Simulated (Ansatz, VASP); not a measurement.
Given: the input of a run of Ansatz 0.2.0 on Cd.

input.yaml

```yaml
crystal:
  lattice:
    - [0.0, 2.21814975, 2.21814975]
    - [2.21814975, 0.0, 2.21814975]
    - [2.21814975, 2.21814975, 0.0]
  atoms:
    - { symbol: Cd, position: [0.0, 0.0, 0.0] }
hamiltonian:
  xc: lda
  pseudopotentials: { kind: paw }
kpoints:
  mp_grid: { grid: [10, 10, 10] }
scf:
  occupations: { method: tetrahedron }
  n_extra_bands: 6
output:
  forces: true
  stress: true
  dos: { projected: false, de: 0.05, nscf_kmesh: { grid: [15, 15, 15] } }
```

Potentials or basis: Ansatz PAW.

The run is started by

```console
$ ansatz run input.yaml --threads 2 --pin off --max-ram 5120MiB --backend cpu --events-out ev --progress --plain --runs-dir out
```

Translate it to VASP 6.6.1. Potentials there: VASP PAW LDA potentials, release 64 (Cd).

As run (the cutoff follows the program's own potentials):

POSCAR

```
Cd
1.0
    0.0000000000      2.2181497500      2.2181497500
    2.2181497500      0.0000000000      2.2181497500
    2.2181497500      2.2181497500      0.0000000000
Cd
1
Direct
    0.0000000000      0.0000000000      0.0000000000
```

Contents of INCAR.step1:

```
SYSTEM = Cd
PREC = Accurate
ENCUT = 520
EDIFF = 1E-6
ISMEAR = -5
SIGMA = 0.1
LREAL = .False.
LASPH = .True.
NELM = 100
ALGO = Normal
ISIF = 2
LWAVE = .False.
LCHARG = .True.
GGA = CA
NBANDS = 12
```

KPOINTS.step1

```
regular mesh
0
Gamma
  10 10 10
  0 0 0
```

The input INCAR.step2:

```
SYSTEM = Cd
PREC = Accurate
ENCUT = 520
EDIFF = 1E-6
ISMEAR = -5
SIGMA = 0.1
LREAL = .False.
LASPH = .True.
NELM = 100
ALGO = Normal
ISIF = 2
LWAVE = .False.
LCHARG = .False.
GGA = CA
LORBIT = 10
NBANDS = 12
NEDOS = 2001
ICHARG = 11
```

Contents of KPOINTS.step2:

```
regular mesh
0
Gamma
  15 15 15
  0 0 0
```

Potentials or basis: VASP PAW LDA potentials, release 64 (Cd).

Launch:

```console
$ cat potpaw_LDA.64/Cd/POTCAR > POTCAR
$ cp INCAR.step1 INCAR
$ cp KPOINTS.step1 KPOINTS
$ mpirun -np 1 vasp_std > vasp.out
$ cp INCAR.step2 INCAR
$ cp KPOINTS.step2 KPOINTS
$ mpirun -np 1 vasp_std > vasp.out
```

Both were run:

|  | VASP | Ansatz | Ansatz less VASP |
| --- | --- | --- | --- |
| pressure (GPa) | -4.4 | -4.8 | -0.39 |

The two sets of potentials don't hold the same shells in valence.

Caveats: tetrahedron occupations give inexact forces and stress in metals (VASP); the PAW data sets come from PBE, with cores solved anew for the run's functional, which leaves a small shift of forces and pressure (Ansatz); the density of states is complete only up to the lowest level of the last band computed (Ansatz); with tetrahedron occupations forces and stress needn't match the slope of the energy (Ansatz).
